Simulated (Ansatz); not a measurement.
LiH:

```
Li H
1.0
     0.00000    2.03675    2.03675
     2.03675    0.00000    2.03675
     2.03675    2.03675    0.00000
Li H
1 1
Direct
  0.00000 0.00000 0.00000
  0.50000 0.50000 0.50000
```

Base run:

| Quantity | Value |
| --- | --- |
| Program | Ansatz 0.2.0 |
| Functional | LDA |
| Potentials or basis | all-electron LAPW, scalar-relativistic |
| Cutoff | 174 eV (chosen from the basis error) |
| Basis error allowed | 0.001 eV/atom |
| k mesh | 11 × 11 × 11 |
| Occupations | fermi-dirac, width 0.05 eV |
| Spin | no spin polarisation |

Its results: band gap on the k mesh 2.85 eV, direct; pressure -4.1 GPa.

Task: The run is repeated on the same cell with these changes: functional from LDA to PBEsol. What comes out?

Result: Band gap on the k mesh 2.98 eV, direct; pressure -2.3 GPa.

PBEsol binds less tightly than LDA, so the same cell stands under more pressure.

Caveats: the mesh misses the band edges, which the band path finds closer together.
